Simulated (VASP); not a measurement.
# CaS (Oldhamite) (Fm-3m) in VASP: further runs, part 2 of 2

VASP 6.6.1. The steps go on from the part before.

## (3) Relaxation of cell and atoms, PBEsol

This run uses another cell than the first one, of 22.98 Å³/atom, 1.028 times its volume.

INCAR reads:

```
SYSTEM = CaS
ALGO     = Normal         ! electronic algorithm
EDIFF    = 1E-6           ! SCF threshold, eV
EDIFFG   = -0.005         ! ionic threshold
ENCUT    = 600            ! plane-wave cutoff, eV
GGA      = PS             ! functional
IBRION   = 2              ! ionic algorithm
ISIF     = 3              ! what is computed and relaxed
ISMEAR   = 0              ! smearing method
LASPH    = .TRUE.         ! aspherical terms in the spheres
LCHARG   = .FALSE.        ! write CHGCAR
LREAL    = .FALSE.        ! projectors in reciprocal space
LWAVE    = .FALSE.        ! write WAVECAR
NELM     = 100            ! most SCF steps
NSW      = 100            ! ionic steps
PREC     = Accurate       ! precision mode
SIGMA    = 0.02           ! smearing width, eV
```

KPOINTS reads:

```
k-points
0
G
  8 8 8
  0 0 0
```

POSCAR reads:

```
CaS
1.0
    0.0000000000      2.8430000000      2.8430000000
    2.8430000000      0.0000000000      2.8430000000
    2.8430000000      2.8430000000      0.0000000000
Ca S
1 1
Direct
    0.0000000000      0.0000000000      0.0000000000
    0.5000000000      0.5000000000      0.5000000000
```

Potentials or basis: VASP PAW PBE potentials, release 64 (Ca_sv, S).

Command:

```bash
cat potpaw_PBE.64/Ca_sv/POTCAR potpaw_PBE.64/S/POTCAR > POTCAR
mpirun -np 1 vasp_std > vasp.out
```

OUTCAR:

```text
SYSTEM = CaS
   EDIFF = 1E-6
   EDIFFG = -0.005
   ENCUT = 600
   GGA = PS
   IBRION = 2
   ISIF = 3
   ISMEAR = 0
   LASPH = .TRUE.
   LREAL = .FALSE.
   NELM = 100
   NSW = 100
   PREC = Accurate

 ion  position               nearest neighbor table
   1  0.000  0.000  0.000-   2 2.84   2 2.84   2 2.84   2 2.84   2 2.84   2 2.84
   2  0.500  0.500  0.500-   1 2.84   1 2.84   1 2.84   1 2.84   1 2.84   1 2.84

  LATTYP: Found a face centered cubic cell.
 ALAT       =     5.6860000000

  Lattice vectors:

 A1 = (   0.0000000000,   2.8430000000,   2.8430000000)
 A2 = (   2.8430000000,   0.0000000000,   2.8430000000)
 A3 = (   2.8430000000,   2.8430000000,   0.0000000000)

Analysis of symmetry for initial positions (statically):
=====================================================================
 Subroutine PRICEL returns:
 Original cell was already a primitive cell.

 Routine SETGRP: Setting up the symmetry group for a
 face centered cubic supercell.

 Subroutine GETGRP returns: Found 48 space group operations
 (whereof 48 operations were pure point group operations)
 out of a pool of 48 trial point group operations.

The static configuration has the point symmetry O_h .

Analysis of symmetry for dynamics (positions and initial velocities):
=====================================================================
 Subroutine PRICEL returns:
 Original cell was already a primitive cell.

 Routine SETGRP: Setting up the symmetry group for a
 face centered cubic supercell.

 Subroutine GETGRP returns: Found 48 space group operations
 (whereof 48 operations were pure point group operations)
 out of a pool of 48 trial point group operations.

The dynamic configuration has the point symmetry O_h .

 Subroutine INISYM returns: Found 48 space group operations
 (whereof 48 operations are pure point group operations),
 and found     1 'primitive' translations

----------------------------------------------------------------------------------------

                                     Primitive cell

  volume of cell :      45.9579

  direct lattice vectors                    reciprocal lattice vectors
     0.000000000  2.843000000  2.843000000    -0.175870559  0.175870559  0.175870559
     2.843000000  0.000000000  2.843000000     0.175870559 -0.175870559  0.175870559
     2.843000000  2.843000000  0.000000000     0.175870559  0.175870559 -0.175870559

  length of vectors
     4.020609158  4.020609158  4.020609158     0.304616744  0.304616744  0.304616744

  position of ions in fractional coordinates (direct lattice)
     0.000000000  0.000000000  0.000000000
     0.500000000  0.500000000  0.500000000

  ion indices of the primitive-cell ions
   primitive index   ion index
                 1           1
                 2           2

----------------------------------------------------------------------------------------

 KPOINTS: k-points

Automatic generation of k-mesh.
 Grid dimensions read from file:
 generate k-points for:    8    8    8

 Generating k-lattice:

  Cartesian coordinates                     Fractional coordinates (reciprocal lattice)
    -0.021983820  0.021983820  0.021983820     0.125000000  0.000000000  0.000000000
     0.021983820 -0.021983820  0.021983820     0.000000000  0.125000000  0.000000000
[... 55 lines left out ...]
   LASPH  =      T    aspherical Exc in radial PAW
   ENCUT  =  600.0 eV  44.10 Ry    6.64 a.u.   8.03  8.03  8.03*2*pi/ulx,y,z
   NELM   =    100;   NELMIN=  2; NELMDL= -5     # of ELM steps
   EDIFF  = 0.1E-05   stopping-criterion for ELM
   LREAL  =      F    real-space projection
   EDIFFG = -.5E-02   stopping-criterion for IOM
   NSW    =    100    number of steps for IOM
   IBRION =      2    ionic relax: 0-MD 1-quasi-New 2-CG
   NFREE  =      1    steps in history (QN), initial steepest desc. (CG)
   ISIF   =      3    stress and relaxation
   ISYM   =      2    0-nonsym 1-usesym 2-fastsym
   POTIM  = 0.5000    time-step for ionic-motion
   TEBEG  =    0.0;   TEEND  =   0.0 temperature during run
   PSTRESS=    0.0 pullay stress
   NELECT =      16.0000    total number of electrons
   NUPDOWN=      -1.0000    fix difference up-down
   EMIN   =  10.00;   EMAX   =-10.00  energy-range for DOS
   EFERMI =   0.00;   METHOD = LEGACY
   ISMEAR =     0;   SIGMA  =   0.02  broadening in eV -4-tet -1-fermi 0-gaus
   EFERMI_NEDOS =   21; number of points for ismear=-14 and -15
   IALGO  =     38    algorithm
   IMIX   =      4    mixing-type and parameters
     AMIX     =   0.40;   BMIX     =  1.00
     AMIX_MAG =   1.60;   BMIX_MAG =  1.00
  volume/ion in A,a.u.               =      22.98       155.07
  Fermi-wavevector in a.u.,A,eV,Ry     =   1.151670  2.176340 18.045996  1.326343
  Thomas-Fermi vector in A             =   2.288326
   LORBIT       =      0    0 simple, 1 ext, 2 COOP (PROOUT), +10 PAW based schemes
   GGA     = PS    functional components
   LHFCALC =     F    Hartree Fock is set to
   AEXX    =    0.0000 exact exchange contribution
   IVDW    =     0    specifies the selected vdW correction
   LEPSILON=     F    determine dielectric tensor
   LRPA    =     F    only Hartree local field effects (RPA)
 conjugate gradient relaxation of ions
 non-spin polarized calculation
 Gauss-broadening in eV      SIGMA  =   0.02
  energy-cutoff  :      600.00
  volume of cell :       45.96
 maximum number of plane-waves:      1543
   NGX = 17   NGY = 17   NGZ = 17

--------------------------------------- Ionic step        1  -------------------------------------------

 number of electron      16.0000000 magnetization

 Free energy of the ion-electron system (eV)
  ---------------------------------------------------
  ext. energy  EPLUGINS =         0.00000000
  ---------------------------------------------------
  free energy    TOTEN  =       -10.91250801 eV

  energy without entropy =      -10.91250801  energy(sigma->0) =      -10.91250801

------------------------ aborting loop because EDIFF is reached ----------------------------------------

  FORCE on cell =-STRESS in cart. coord.  units (eV):
  Direction    XX          YY          ZZ          XY          YZ          ZX
  --------------------------------------------------------------------------------------
  -------------------------------------------------------------------------------------
  Total       -0.4051062     -0.4051062     -0.4051062      0.0000000     -0.0000000      0.0000000
  in kB      -14.1227363    -14.1227363    -14.1227363      0.0000000     -0.0000000      0.0000000
  external PRESSURE =     -14.1227363 kB  Pullay stress =       0.0000000 kB
[... 59 lines left out ...]
--------------------------------------- Ionic step        3  -------------------------------------------

 number of electron      15.9999999 magnetization

 Free energy of the ion-electron system (eV)
  ---------------------------------------------------
  ext. energy  EPLUGINS =         0.00000000
  ---------------------------------------------------
  free energy    TOTEN  =       -10.91743171 eV

  energy without entropy =      -10.91743171  energy(sigma->0) =      -10.91743171

 E-fermi :   3.0127     XC(G=0):  -9.6320

 val. band max:        2.8571539335   @ k =   0.0000   0.0000   0.0000
 cond. band min:       5.0197858276   @ k =   0.5000   0.5000   0.0000
 fundamental gap:      2.1626318942
 Fermi energy:         3.0126872873

 k-point     1 :       0.0000    0.0000    0.0000
  band No.  band energies     occupation
      1     -36.0403      2.00000
      2     -17.1067      2.00000
      3     -17.1067      2.00000
      4     -17.1067      2.00000
      5      -8.5704      2.00000
      6       2.8572      2.00000
      7       2.8572      2.00000
      8       2.8572      2.00000
      9       6.9342      0.00000
     10       6.9342      0.00000
     11       6.9342      0.00000
     12       7.0075      0.00000
[... 331 lines left out ...]
 k-point    24 :      -0.3750    0.2500    0.1250
  band No.  band energies     occupation
      1     -36.0243      2.00000
      2     -17.2682      2.00000
      3     -17.1649      2.00000
      4     -17.1373      2.00000
      5      -7.7198      2.00000
      6       0.0829      2.00000
      7       1.2699      2.00000
      8       1.6155      2.00000
      9       7.7871      0.00000
     10       8.1364      0.00000
     11       9.3687      0.00000
     12       9.6998      0.00000

 [... further k-points ...]

------------------------ aborting loop because EDIFF is reached ----------------------------------------

  FORCE on cell =-STRESS in cart. coord.  units (eV):
  Direction    XX          YY          ZZ          XY          YZ          ZX
  --------------------------------------------------------------------------------------
  -------------------------------------------------------------------------------------
  Total        0.0030392      0.0030392      0.0030392      0.0000000      0.0000000     -0.0000000
  in kB        0.1085402      0.1085402      0.1085402      0.0000000      0.0000000     -0.0000000
  external PRESSURE =       0.1085402 kB  Pullay stress =       0.0000000 kB
[... 17 lines left out ...]
  FREE ENERGIE OF THE ION-ELECTRON SYSTEM (eV)
  ---------------------------------------------------
  free  energy   TOTEN  =       -10.9174317074 eV

  energy  without entropy=      -10.9174317074  energy(sigma->0) =      -10.91743171

 reached required accuracy - stopping structural energy minimisation
```

Wall time 20 s (1 thread of Intel Xeon 6975P-C (Granite Rapids), shared host); peak memory 0.2 GiB.

Results:

| Property | Result |
| --- | --- |
| Free energy | -10.9174 eV |
| Relaxed volume | 22.43 Å³/atom |
| Relaxed cell | a = 3.988 Å, b = 3.988 Å, c = 3.988 Å, α = 60.00°, β = 60.00°, γ = 60.00° |
| Space group after relaxing (to 0.05 Å) | Fm-3m (No. 225) |
| Energy gained by relaxing | 2.5 meV/atom |
| Ionic steps | 3 |
| Pressure after relaxing | 0.0 GPa |
| Band gap on the k mesh | 2.16 eV, indirect (least direct gap 3.00 eV) |

Step by step:
```csv
step,energy change (eV),largest force (eV/Å),pressure (GPa),volume (Å³)
1,0.0000,0.0000,-1.41,45.96
2,-0.0047,0.0000,0.33,44.62
3,-0.0049,0.0000,0.01,44.86
```

Final structure:
```
CELL_PARAMETERS angstrom
0.00000 2.82024 2.82024
2.82024 0.00000 2.82024
2.82024 2.82024 0.00000
ATOMIC_POSITIONS crystal
Ca 0.00000 0.00000 0.00000
S 0.50000 0.50000 0.50000
```

Caveat: the PAW data sets were made with another functional, which shifts forces and pressure a little. A hybrid or GW would open this gap; PBEsol tends to underestimate it.

## (4) Single point, PBEsol

This run uses another cell than the first one, of 22.98 Å³/atom, 1.028 times its volume.

INCAR reads:

```
ALGO = Fast
EDIFF = 1E-6
ENCUT = 520
GGA = PS
ISIF = 2
ISMEAR = 0
LASPH = T
LCHARG = T
LELF = T
LREAL = F
LVHAR = T
LWAVE = F
NBANDS = 15
NELM = 60
PREC = Accurate
SIGMA = 0.1
```

KPOINTS reads:

```
k-points
0
Gamma
  6 6 6
```

POSCAR is that of step 3.

Command:

```bash
cat potpaw_PBE.64/Ca_sv/POTCAR potpaw_PBE.64/S/POTCAR > POTCAR
mpirun -np 1 vasp_std > vasp.out
```

Run time: 11 s. Hardware: 1 thread of Intel Xeon 6975P-C (Granite Rapids), shared host; peak memory 0.16 GiB.

It converged, with:

- Free energy: -10.9112 eV
- Pressure: -1.5 GPa
- Band gap on the k mesh: 2.22 eV, indirect (least direct gap 3.05 eV)

Levels at points of the mesh, in eV from the valence-band top:
| k point | band 5 | band 6 | band 7 | band 8 | band 9 | band 10 | band 11 | band 12 |
| --- | --- | --- | --- | --- | --- | --- | --- | --- |
| (0.00, 0.00, 0.00) | -11.35 | 0.00 | 0.00 | 0.00 | 4.00 | 4.08 | 4.08 | 4.08 |
| (0.50, 0.00, 0.00) | -10.50 | -3.18 | -1.19 | -1.19 | 5.06 | 6.03 | 6.18 | 6.18 |
| (0.50, 0.50, 0.00) | -10.70 | -2.33 | -0.83 | -0.83 | 2.22 | 5.59 | 5.91 | 6.78 |

Caveat: the PAW data sets were made with another functional, which shifts forces and pressure a little. Expect the measured gap to be larger: semilocal functionals such as PBEsol lack the derivative discontinuity.

## (5) Single point, PBEsol (cell and atoms relaxed tightly for response)

INCAR reads:

```
SYSTEM = CaS
ALGO = Normal
EDIFF = 1E-6
ENCUT = 520
GGA = PS
ISIF = 2
ISMEAR = 0
LASPH = .TRUE.
LCHARG = .FALSE.
LREAL = .FALSE.
LWAVE = .FALSE.
NBANDS = 15
NELM = 60
PREC = Accurate
SIGMA = 0.01
```

KPOINTS reads:

```
k-points
0
G
  8 8 8
  0 0 0
```

POSCAR reads:

```
CaS
1.0
    0.0000000000      2.8165476358      2.8165476358
    2.8165476358      0.0000000000      2.8165476358
    2.8165476358      2.8165476358      0.0000000000
Ca S
1 1
Direct
    0.0000000000      0.0000000000      0.0000000000
    0.5000000000      0.5000000000      0.5000000000
```

Command:

```bash
cat potpaw_PBE.64/Ca_sv/POTCAR potpaw_PBE.64/S/POTCAR > POTCAR
mpirun -np 1 vasp_std > vasp.out
```

It took 12 s on 1 thread of Intel Xeon 6975P-C (Granite Rapids), shared host; peak memory 0.17 GiB.

The run converged. Its results:

```
Free energy            : -10.9164 eV
Pressure               : 0.2 GPa
Band gap on the k mesh : 2.15 eV, indirect (least direct gap 3.00 eV)
```

Levels at points of the mesh, in eV from the valence-band top:
```
           k point  band 4  band 5  band 6  band 7  band 8  band 9  band 10  band 11  band 12  band 13
(0.00, 0.00, 0.00)  -19.95  -11.44    0.00    0.00    0.00    4.08     4.08     4.08     4.17     4.73
(0.50, 0.00, 0.00)  -19.97  -10.54   -3.28   -1.25   -1.25    5.12     6.12     6.27     6.27     8.37
(0.50, 0.50, 0.00)  -20.01  -10.77   -2.39   -0.84   -0.84    2.15     5.64     6.05     6.90     6.90
```

Caveat: the PAW data sets were made with another functional, which shifts forces and pressure a little.

## (6) Relaxation of cell and atoms, PBEsol (cell and atoms relaxed tightly for response)

INCAR reads:

```
PREC     = Accurate       # precision mode
ENCUT    = 600            # plane-wave cutoff, eV
EDIFF    = 1E-6           # SCF threshold, eV
ISMEAR   = 0              # smearing method
SIGMA    = 0.01           # smearing width, eV
LREAL    = False          # projectors in reciprocal space
LASPH    = True           # aspherical terms in the spheres
NELM     = 80             # most SCF steps
ALGO     = Fast           # electronic algorithm
ISIF     = 3              # what is computed and relaxed
LWAVE    = False          # write WAVECAR
LCHARG   = False          # write CHGCAR
GGA      = PS             # functional
IBRION   = 2              # ionic algorithm
NSW      = 80             # ionic steps
EDIFFG   = -0.001         # ionic threshold
```

KPOINTS reads:

```
Automatic mesh
0
Gamma
  8 8 8
```

POSCAR reads:

```
CaS
1.0
    0.0000000000      2.8171860735      2.8171860735
    2.8171860735      0.0000000000      2.8171860735
    2.8171860735      2.8171860735      0.0000000000
Ca S
1 1
Direct
    0.0000000000      0.0000000000      0.0000000000
    0.5000000000      0.5000000000      0.5000000000
```

Potentials or basis: VASP PAW PBE potentials, release 64 (Ca_sv, S).

Command:

```bash
cat potpaw_PBE.64/Ca_sv/POTCAR potpaw_PBE.64/S/POTCAR > POTCAR
mpirun -np 1 vasp_std > vasp.out
```

Run time: 24 s. Hardware: 1 thread of Intel Xeon 6975P-C (Granite Rapids), shared host; peak memory 0.19 GiB.

Results (log left out):

```yaml
Free_energy: -10.9173 eV
Relaxed_volume: 22.43 Å³/atom
Relaxed_cell: a = 3.988 Å, b = 3.988 Å, c = 3.988 Å, α = 60.00°, β = 60.00°, γ = 60.00°
Space_group_after_relaxing_to_0.05_Å: Fm-3m (No. 225)
Energy_gained_by_relaxing: 0.0 meV/atom
Ionic_steps: 3
Pressure_after_relaxing: 0.0 GPa
Band_gap_on_the_k_mesh: 2.16 eV, indirect (least direct gap 3.00 eV)
```

Final structure:
```cif
data_structure
_symmetry_space_group_name_H-M 'P 1'
_symmetry_Int_Tables_number 1
_cell_length_a 3.9883
_cell_length_b 3.9883
_cell_length_c 3.9883
_cell_angle_alpha 60.000
_cell_angle_beta 60.000
_cell_angle_gamma 60.000
_cell_volume 44.86
loop_
_atom_site_label
_atom_site_type_symbol
_atom_site_fract_x
_atom_site_fract_y
_atom_site_fract_z
_atom_site_occupancy
Ca1 Ca 0.00000 0.00000 0.00000 1
S1 S 0.50000 0.50000 0.50000 1
```

Levels at points of the mesh, in eV from the valence-band top:
```
           k point  band 6  band 7  band 8  band 9  band 10  band 11
(0.00, 0.00, 0.00)    0.00    0.00    0.00    4.08     4.08     4.08
(0.50, 0.00, 0.00)   -3.26   -1.24   -1.24    5.11     6.11     6.25
(0.50, 0.50, 0.00)   -2.38   -0.84   -0.84    2.16     5.63     6.03
```

Caveat: the PAW data sets were made with another functional, which shifts forces and pressure a little. Zero-point motion and thermal expansion aren't in these numbers.

## (7) Overview

| task | cell | k mesh | cutoff (eV) | smearing | gap on the mesh (eV) | pressure (GPa) | relaxed volume (Å³/atom) |
| --- | --- | --- | --- | --- | --- | --- | --- |
| single point | Fm-3m, 22.36 Å³/atom | 8 × 8 × 8 | 520 | gaussian 0.02 eV | 2.15 | 0.1 | - |
| relaxation of cell and atoms | relaxed | 8 × 8 × 8 | 600 | gaussian 0.02 eV | 2.16 | 0.0 | 22.43 |
| single point | Fm-3m, 22.98 Å³/atom | 6 × 6 × 6 | 520 | gaussian 0.1 eV | 2.22 | -1.5 | - |
| single point | cell and atoms relaxed tightly for response | 8 × 8 × 8 | 520 | gaussian 0.01 eV | 2.15 | 0.2 | - |
| relaxation of cell and atoms | relaxed from: cell and atoms relaxed tightly for response | 8 × 8 × 8 | 600 | gaussian 0.01 eV | 2.16 | 0.0 | 22.43 |

Alike in all rows: level PBEsol; potentials or basis VASP PAW PBE potentials, release 64 (Ca_sv, S); no spin polarisation.

Caveats: the PAW data sets were made with another functional, which shifts forces and pressure a little.

Absolute energies hang on the potentials; compare differences alone.
